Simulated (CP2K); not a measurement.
Settings test, CP2K on KCl

Simulated with CP2K 2026.2. This is a test of settings. The cell was built from a prototype and was relaxed with r2SCAN in plane waves (Ansatz 0.2.0). Not every such cell is a known phase. All runs are without spin polarisation.

Space group P6_3/mmc (No. 194), hexagonal; conventional cell a = 5.344 Å, c = 6.239 Å, 38.57 Å³ an atom. Around K lie 5 Cl at 3.09–3.12 Å; around Cl lie 5 K at 3.09–3.12 Å.

The base run uses PBE in the DZVP-MOLOPT-SR basis.

```
&GLOBAL
 PROJECT run
 RUN_TYPE ENERGY_FORCE
 PRINT_LEVEL LOW
&END GLOBAL
&FORCE_EVAL
 METHOD QS
 STRESS_TENSOR ANALYTICAL
 &DFT
  BASIS_SET_FILE_NAME BASIS_MOLOPT
  POTENTIAL_FILE_NAME GTH_POTENTIALS
  &QS
   EXTRAPOLATION USE_GUESS
  &END QS
  &MGRID
   CUTOFF 500
   REL_CUTOFF 50
  &END MGRID
  &XC
   &XC_FUNCTIONAL PBE
   &END XC_FUNCTIONAL
  &END XC
  &KPOINTS
   SCHEME MONKHORST-PACK 5 5 3
   SYMMETRY F
   FULL_GRID F
  &END KPOINTS
  &SCF
   ADDED_MOS 10
   EPS_SCF 1e-6
   MAX_SCF 80
   &DIAGONALIZATION
   &END DIAGONALIZATION
   &MIXING
    METHOD BROYDEN_MIXING
    ALPHA 0.3
   &END MIXING
   &SMEAR
    METHOD FERMI_DIRAC
    ELECTRONIC_TEMPERATURE [K] 232
   &END SMEAR
   &PRINT
    &ITERATION_INFO
    &END ITERATION_INFO
   &END PRINT
  &END SCF
  &PRINT
   &BAND_STRUCTURE
    FILE_NAME bands.bs
    ADDED_MOS 6
    &KPOINT_SET
     UNITS B_VECTOR
     SPECIAL_POINT 0.00000000 0.00000000 0.00000000
     NPOINTS 0
    &END KPOINT_SET
    &KPOINT_SET
     UNITS B_VECTOR
     SPECIAL_POINT 0.50000000 0.00000000 0.00000000
     NPOINTS 0
    &END KPOINT_SET
    &KPOINT_SET
     UNITS B_VECTOR
     SPECIAL_POINT 0.33333333 0.33333333 0.00000000
     NPOINTS 0
    &END KPOINT_SET
    &KPOINT_SET
     UNITS B_VECTOR
     SPECIAL_POINT 0.00000000 0.00000000 0.50000000
     NPOINTS 0
    &END KPOINT_SET
    &KPOINT_SET
     UNITS B_VECTOR
     SPECIAL_POINT 0.50000000 0.00000000 0.50000000
     NPOINTS 0
    &END KPOINT_SET
    &KPOINT_SET
     UNITS B_VECTOR
     SPECIAL_POINT 0.33333333 0.33333333 0.50000000
     NPOINTS 0
    &END KPOINT_SET
   &END BAND_STRUCTURE
  &END PRINT
 &END DFT
 &SUBSYS
  &CELL
   A 5.34380341 0.00000000 0.00000000
   B -2.67190171 4.62786951 0.00000000
   C 0.00000000 0.00000000 6.23916715
  &END CELL
  &COORD
   SCALED
   K 0.33333333 0.66666667 -0.06250000
   K 0.66666667 0.33333333 0.43750000
   Cl 0.33333333 0.66666667 0.43750000
   Cl 0.66666667 0.33333333 0.93750000
  &END COORD
  &KIND K
   BASIS_SET DZVP-MOLOPT-SR-GTH
   POTENTIAL GTH-PBE
  &END KIND
  &KIND Cl
   BASIS_SET DZVP-MOLOPT-SR-GTH
   POTENTIAL GTH-PBE
  &END KIND
 &END SUBSYS
 &PRINT
  &STRESS_TENSOR
  &END STRESS_TENSOR
  &FORCES
  &END FORCES
 &END PRINT
&END FORCE_EVAL
```

Command: `cp2k.psmp -i run.inp`. It took 11 s on 2 threads of Arm Neoverse V1, with other jobs on the host, peak memory 0.43 GiB.

It converged with a gap of 4.76 eV and a pressure of 0.57 GPa (positive in compression). Pressures on CP2K's grid carry noise of some tenths of a GPa.

Each further run moved one setting: KPOINTS (Monkhorst-Pack mesh); ELECTRONIC_TEMPERATURE (smearing temperature in K); EPS_SCF (SCF threshold); XC_FUNCTIONAL (functional, with the PBE potentials kept). Changes are from the base run, which isn't itself converged in every setting; energies of another Hamiltonian, functional, basis or charge aren't compared, and those at a high electronic temperature are mostly its entropy term. CP2K's gap is over the listed points.

| setting | how it ended | gap change (eV) | energy change (meV/atom) | pressure change (GPa) | time (s) |
| --- | --- | --- | --- | --- | --- |
| KPOINTS = 3x3x3 | converged | 0.00 | 0.0 | 0.00 | 9.7 |
| ELECTRONIC_TEMPERATURE = 3000 | converged | 0.00 | 0.0 | 0.00 | 11 |
| EPS_SCF = 1e-9 | converged | 0.00 | 0.0 | 0.00 | 17 |
| XC_FUNCTIONAL = OLYP | converged | 0.48 | – | 1.73 | 14 |
| EPS_SCF = 1e-4 | converged | 0.00 | 0.0 | 0.00 | 7.9 |
| EPS_SCF = 1e-2 (poor on purpose) | converged | 0.01 | 0.7 | -0.03 | 4.9 |

KPOINTS = 3x3x3 changes nothing that matters here. ELECTRONIC_TEMPERATURE = 3000 changes nothing that matters here. EPS_SCF = 1e-9 changes nothing that matters here. EPS_SCF = 1e-4 changes nothing that matters here. EPS_SCF = 1e-2 changes nothing that matters here.
